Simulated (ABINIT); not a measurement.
# TaN (Fm-3m) in ABINIT: settings compared

The runs below take TaN through single point, with r2SCAN, PBE.

Program: ABINIT 10.8.3 (patched build). These are calculated values, not measurements. Logs are shortened: lines on timing, memory, paths and dates and some standing lists are left out, and cuts for length are marked. The log counts tension as positive stress, the text compression.

### Step 1. Starting point

It takes space group Fm-3m (No. 225, cubic). Conventional cell: a = 4.423 Å, b = 4.423 Å, c = 4.423 Å, α = 90.00°, β = 90.00°, γ = 90.00°. Ta (site symmetry m-3m) is surrounded by 6 N at 2.21 Å. Around N (site symmetry m-3m) lie 6 Ta at 2.21 Å.

The cell comes from a database or a generator and needn't be the stable form of this composition.

### Step 2. Single point, r2SCAN

run.abi

```
# Pseudopotentials
pp_dirpath "./"
pseudos "Ta.GGA_PBE-JTH.xml, N.GGA_PBE-JTH.xml"

# Structure
acell 3*1.0 Angstrom
rprim
     0.0000000000     2.2113230000     2.2113230000
     2.2113230000     0.0000000000     2.2113230000
     2.2113230000     2.2113230000     0.0000000000
ntypat 2
znucl 73 7
natom 2
typat 1 2
xred
     0.5000000000     0.5000000000     0.5000000000
     0.0000000000     0.0000000000     0.0000000000

# Plane-wave basis
ecut 30.0
pawecutdg 52.0

# k points
kptopt 1
ngkpt 8 8 8
nshiftk 1
shiftk 0.0 0.0 0.0

# Exchange and correlation
ixc -497498
usekden 1
pawxcdev 0

# Bands and occupations
nband 13
occopt 3
tsmear 0.05 eV

# SCF cycle
nstep 100
tolvrs 1.0e-7

# Output
iomode 3
prtwf 0
prtden 0
prteig 0
prtebands 0
```

Potentials or basis: JTH PAW PBE v2.0.

Command:

```bash
$ abinit run.abi > log 2>&1
```

run.abo:

```text
.Version 10.8.3 of ABINIT
 Symmetries : space group Fm -3 m (#225); Bravais cF (face-center cubic)
================================================================================
 Values of the parameters that define the memory need of the present run
     intxc =       0    ionmov =       0      iscf =      17    lmnmax =      18
     lnmax =       6     mgfft =      30  mpssoang =       3    mqgrid =    3001
     natom =       2  nloc_mem =       2    nspden =       1   nspinor =       1
    nsppol =       1      nsym =      48    n1xccc =       1    ntypat =       2
    occopt =       3   xclevel =       2
       mpw =        1159          nfft =       27000          nkpt =          29
 PAW method is used; the additional fine FFT grid is defined by:
   mgfftf=        40    nfftf =     64000
================================================================================
================================================================================

--------------------------------------------------------------------------------
------------- Echo of variables that govern the present computation ------------
--------------------------------------------------------------------------------
 -outvars: echo values of preprocessed input variables --------
            acell      1.8897261259E+00  1.8897261259E+00  1.8897261259E+00 Bohr
              amu      1.80947900E+02  1.40067400E+01
             ecut      3.00000000E+01 Hartree
              ixc     -497498
         kptrlatt        8    0    0      0    8    0      0    0    8
          kptrlen      4.72776668E+01
            natom           2
            nband          13
            ngfft          30      30      30
          ngfftdg          40      40      40
             nkpt          29
            nstep         100
             nsym          48
           ntypat           2
           occopt           3
        pawecutdg      5.20000000E+01 Hartree
         pawxcdev           0
           prtden           0
        prtebands           0
           prteig           0
          prtkden           1
            prtwf           0
            rprim      0.0000000000E+00  2.2113230000E+00  2.2113230000E+00
                       2.2113230000E+00  0.0000000000E+00  2.2113230000E+00
                       2.2113230000E+00  2.2113230000E+00  0.0000000000E+00
          spgroup         225
           tolvrs      1.00000000E-07
           tsmear      1.83746611E-03 Hartree
            typat      1  2
          usekden           1
           useylm           1
           xangst      2.2113230000E+00  2.2113230000E+00  2.2113230000E+00
                       0.0000000000E+00  0.0000000000E+00  0.0000000000E+00
            xcart      4.1787948459E+00  4.1787948459E+00  4.1787948459E+00
                       0.0000000000E+00  0.0000000000E+00  0.0000000000E+00
             xred      5.0000000000E-01  5.0000000000E-01  5.0000000000E-01
                       0.0000000000E+00  0.0000000000E+00  0.0000000000E+00
            znucl       73.00000    7.00000

================================================================================

 chkinp: Checking input parameters for consistency.

================================================================================
== DATASET  1 ==================================================================

--- !DatasetInfo
iteration_state: {dtset: 1, }
dimensions: {natom: 2, nkpt: 29, mband: 13, nsppol: 1, nspinor: 1, nspden: 1, mpw: 1159, }
cutoff_energies: {ecut:  30.0, pawecutdg:  52.0, }
electrons: {nelect:   1.80000000E+01, charge:   0.00000000E+00, occopt:   3.00000000E+00, tsmear:   1.83746611E-03, }
meta: {optdriver: 0, ionmov: 0, optcell: 0, iscf: 17, paral_kgb: 0, }
...

 Real(R)+Recip(G) space primitive vectors, cartesian coordinates (Bohr,Bohr^-1):
 R(1)=  0.0000000  4.1787948  4.1787948  G(1)= -0.1196517  0.1196517  0.1196517
 R(2)=  4.1787948  0.0000000  4.1787948  G(2)=  0.1196517 -0.1196517  0.1196517
 R(3)=  4.1787948  4.1787948  0.0000000  G(3)=  0.1196517  0.1196517 -0.1196517
 Unit cell volume ucvol=  1.4594296E+02 bohr^3
 Angles (23,13,12)=  6.00000000E+01  6.00000000E+01  6.00000000E+01 degrees

 Coarse grid specifications (used for wave-functions):

 getcut: wavevector=  0.0000  0.0000  0.0000  ngfft=  30  30  30
         ecut(hartree)=     30.000   => boxcut(ratio)=   2.06116

 Fine grid specifications (used for densities):

 getcut: wavevector=  0.0000  0.0000  0.0000  ngfft=  40  40  40
         ecut(hartree)=     52.000   => boxcut(ratio)=   2.08510

--- Pseudopotential description ------------------------------------------------
[... 55 lines left out ...]
 Total kinetic energy density [Ha/Bohr^3]
)     Maximum=    2.6981E+00  at reduced coord.    0.0000    0.0000    0.0000
)     Minimum=    1.0792E-02  at reduced coord.    0.2500    0.2500    0.2500
   Integrated=    1.2028E+01
--------------------------------------------------------------------------------

 Cartesian components of stress tensor (hartree/bohr^3)
  sigma(1 1)=  1.12726034E-04  sigma(3 2)=  0.00000000E+00
  sigma(2 2)=  1.12726034E-04  sigma(3 1)=  0.00000000E+00
  sigma(3 3)=  1.12726034E-04  sigma(2 1)=  0.00000000E+00

--- !ResultsGS
iteration_state: {dtset: 1, }
comment   : Summary of ground state results
lattice_vectors:
- [  0.0000000,   4.1787948,   4.1787948, ]
- [  4.1787948,   0.0000000,   4.1787948, ]
- [  4.1787948,   4.1787948,   0.0000000, ]
lattice_lengths: [   5.90971,    5.90971,    5.90971, ]
lattice_angles: [ 60.000,  60.000,  60.000, ] # degrees, (23, 13, 12)
lattice_volume:   1.4594296E+02
convergence: {deltae: -1.042E-09, res2:  3.697E-08, residm:  8.913E-06, diffor: null, }
etotal    :  -2.70607821E+01
entropy   :   0.00000000E+00
fermie    :   2.29373097E-01
cartesian_stress_tensor: # hartree/bohr^3
- [  1.12726034E-04,   0.00000000E+00,   0.00000000E+00, ]
- [  0.00000000E+00,   1.12726034E-04,   0.00000000E+00, ]
- [  0.00000000E+00,   0.00000000E+00,   1.12726034E-04, ]
pressure_GPa:  -3.3165E+00
xred      :
- [  5.0000E-01,   5.0000E-01,   5.0000E-01, Ta]
- [  0.0000E+00,   0.0000E+00,   0.0000E+00,  N]
cartesian_forces: # hartree/bohr
- [ -0.00000000E+00,  -0.00000000E+00,  -0.00000000E+00, ]
- [ -0.00000000E+00,  -0.00000000E+00,  -0.00000000E+00, ]
force_length_stats: {min:   0.00000000E+00, max:   0.00000000E+00, mean:   0.00000000E+00, }
...

 Integrated electronic density in atomic spheres:
 ------------------------------------------------
 Atom  Sphere_radius  Integrated_density
    1        2.41973         10.69802849
    2        1.20497          2.54714290

================================================================================

 ----iterations are completed or convergence reached----

 Mean square residual over all n,k,spin=   49.322E-09; max=  89.133E-07
 reduced coordinates (array xred) for    2 atoms
       0.500000000000      0.500000000000      0.500000000000
       0.000000000000      0.000000000000      0.000000000000
 rms dE/dt=  0.0000E+00; max dE/dt=  0.0000E+00; dE/dt below (all hartree)
    1       0.000000000000      0.000000000000      0.000000000000
    2       0.000000000000      0.000000000000      0.000000000000

 cartesian coordinates (angstrom) at end:
    1      2.21132300000000     2.21132300000000     2.21132300000000
    2      0.00000000000000     0.00000000000000     0.00000000000000

 cartesian forces (hartree/bohr) at end:
    1     -0.00000000000000    -0.00000000000000    -0.00000000000000
    2     -0.00000000000000    -0.00000000000000    -0.00000000000000
 frms,max,avg= 0.0000000E+00 0.0000000E+00   0.000E+00  0.000E+00  0.000E+00 h/b

 cartesian forces (eV/Angstrom) at end:
    1     -0.00000000000000    -0.00000000000000    -0.00000000000000
    2     -0.00000000000000    -0.00000000000000    -0.00000000000000
 frms,max,avg= 0.0000000E+00 0.0000000E+00   0.000E+00  0.000E+00  0.000E+00 e/A
 length scales=  1.889726125908  1.889726125908  1.889726125908 bohr
              =  1.000000000000  1.000000000000  1.000000000000 angstroms
 Fermi (or HOMO) energy (hartree) =   0.22937   Average Vxc (hartree)=  -0.51266
 Eigenvalues (hartree) for nkpt=  29  k points:
 kpt#   1, nband= 13, wtk=  0.00195, kpt=  0.0000  0.0000  0.0000 (reduced coord)
  -2.40601   -1.13890   -1.13890   -1.13890   -0.50179    0.07664    0.07664    0.07664
   0.14954    0.14954    0.14954    0.23259    0.23259
      occupation numbers for kpt#   1
   2.00000    2.00000    2.00000    2.00000    2.00000    2.00000    2.00000    2.00000
   2.00000    2.00000    2.00000    0.29596    0.29596
 prteigrs : prtvol=0 or 1, do not print more k-points.

--- !EnergyTerms
iteration_state     : {dtset: 1, }
comment             : Components of total free energy in Hartree
kinetic             :  1.20280773645807E+01
hartree             :  8.19351944373350E+00
xc                  : -1.02671712892973E+01
Ewald energy        : -6.16881514544083E+01
psp_core            :  9.86716770776381E+00
local_psp           : -1.14190602227732E+01
PAW spherical_terms :  2.62250882331196E+01
internal            : -2.70605302172812E+01
'-kT*entropy'       : -2.35719906803593E-04
total_energy        : -2.70607659371880E+01
total_energy_eV     : -7.36360954028909E+02
...

--- !EnergyTermsDC
iteration_state     : {dtset: 1, }
comment             : '"Double-counting" decomposition of free energy'
band_energy         : -1.25117844216120E+01
Ewald energy        : -6.16881514544083E+01
psp_core            :  9.86716770776381E+00
xc_dc               : -1.10657963226513E+01
PAW spherical_terms :  4.83380181311182E+01
internal            : -2.70605463597896E+01
'-kT*entropy'       : -2.35719906803593E-04
total_energy_dc     : -2.70607820796964E+01
total_energy_dc_eV  : -7.36361393288940E+02
...

--- !EnergyTermsWithPAWCore
iteration_state     : {dtset: 1, }
comment             : 'Components of total free energy, including PAW core contributions'
Total energy        : -1.56602389801903E+04
Total energy DC     : -1.56602389963328E+04
Total energy (eV)   : -4.26136811594325E+05
Total energy DC (eV): -4.26136812033585E+05
...

 Cartesian components of stress tensor (hartree/bohr^3)
  sigma(1 1)=  1.12726034E-04  sigma(3 2)=  0.00000000E+00
  sigma(2 2)=  1.12726034E-04  sigma(3 1)=  0.00000000E+00
  sigma(3 3)=  1.12726034E-04  sigma(2 1)=  0.00000000E+00

-Cartesian components of stress tensor (GPa)         [Pressure= -3.3165E+00 GPa]
- sigma(1 1)=  3.31651442E+00  sigma(3 2)=  0.00000000E+00
- sigma(2 2)=  3.31651442E+00  sigma(3 1)=  0.00000000E+00
- sigma(3 3)=  3.31651442E+00  sigma(2 1)=  0.00000000E+00

== END DATASET(S) ==============================================================
================================================================================

 -outvars: echo values of variables after computation  --------
            acell      1.8897261259E+00  1.8897261259E+00  1.8897261259E+00 Bohr
           etotal     -2.7060782080E+01
            fcart     -0.0000000000E+00 -0.0000000000E+00 -0.0000000000E+00
                      -0.0000000000E+00 -0.0000000000E+00 -0.0000000000E+00
            rprim      0.0000000000E+00  2.2113230000E+00  2.2113230000E+00
                       2.2113230000E+00  0.0000000000E+00  2.2113230000E+00
                       2.2113230000E+00  2.2113230000E+00  0.0000000000E+00
           strten      1.1272603378E-04  1.1272603378E-04  1.1272603378E-04
                       0.0000000000E+00  0.0000000000E+00  0.0000000000E+00
           xangst      2.2113230000E+00  2.2113230000E+00  2.2113230000E+00
                       0.0000000000E+00  0.0000000000E+00  0.0000000000E+00
             xred      5.0000000000E-01  5.0000000000E-01  5.0000000000E-01
                       0.0000000000E+00  0.0000000000E+00  0.0000000000E+00
 Calculation completed.
```

Wall time 83 s (1 thread of Arm Neoverse V2, shared host); peak memory 0.13 GiB.

What came out:

* Free energy: -736.3614 eV
* Pressure: -3.3 GPa
* Band gap on the k mesh: none (metal or under the smearing width)
* Valence electrons inside the program's atomic spheres: Ta 10.70; N 2.55

Caveat: the highest band is partly filled, so the run has too few bands; totals of a meta-GGA on PAW files have another zero than those of a GGA; the PAW data sets were made with another functional, which shifts forces and pressure a little.

### Step 3. Single point, PBE

run.abi

```
pp_dirpath "./"
pseudos "Ta.GGA_PBE-JTH.xml, N.GGA_PBE-JTH.xml"

acell 3*1.0 Angstrom
rprim
     0.0000000000     2.2113230000     2.2113230000
     2.2113230000     0.0000000000     2.2113230000
     2.2113230000     2.2113230000     0.0000000000
ntypat 2
znucl 73 7
natom 2
typat 1 2
xred
     0.5000000000     0.5000000000     0.5000000000
     0.0000000000     0.0000000000     0.0000000000

ecut 25.0
pawecutdg 47.0

kptopt 1
ngkpt 4 4 4
nshiftk 1
shiftk 0.0 0.0 0.0

ixc 11

nband 13
occopt 3
tsmear 0.00183747

nstep 100
tolvrs 1.0e-9

iomode 3
prtwf 0
prtden 0
prteig 0
prtebands 0
```

Potentials or basis: JTH PAW PBE v2.0.

Command:

```bash
$ abinit run.abi > log 2>&1
```

It took 8.7 s on 1 thread of Arm Neoverse V2, shared host; peak memory 0.11 GiB.

It converged, with:

* Free energy: -1879.2564 eV
* Band gap on the k mesh: none (metal or under the smearing width)
* Valence electrons inside the program's atomic spheres: Ta 10.72; N 2.54

Levels at points of the mesh, in eV from the Fermi level:
```
           k point  band 5  band 6  band 7  band 8  band 9  band 10  band 11  band 12  band 13
(0.00, 0.00, 0.00)  -18.56   -3.66   -3.66   -3.66   -1.82    -1.82    -1.82     0.30     0.30
(0.50, 0.00, 0.00)  -15.69  -10.05   -7.28   -7.28    2.10     2.10     2.15     3.96     7.56
(0.50, 0.50, 0.00)  -17.34   -6.45   -5.12   -4.47   -4.47     2.31     3.71     3.71     4.57
```

Caveat: the k mesh is coarse (spacing up to 0.62 Å⁻¹), so the values aren't converged; the cutoff is too short for stress, so the log's stress isn't used. The run has no spin-orbit coupling, so splittings on Ta are missing.
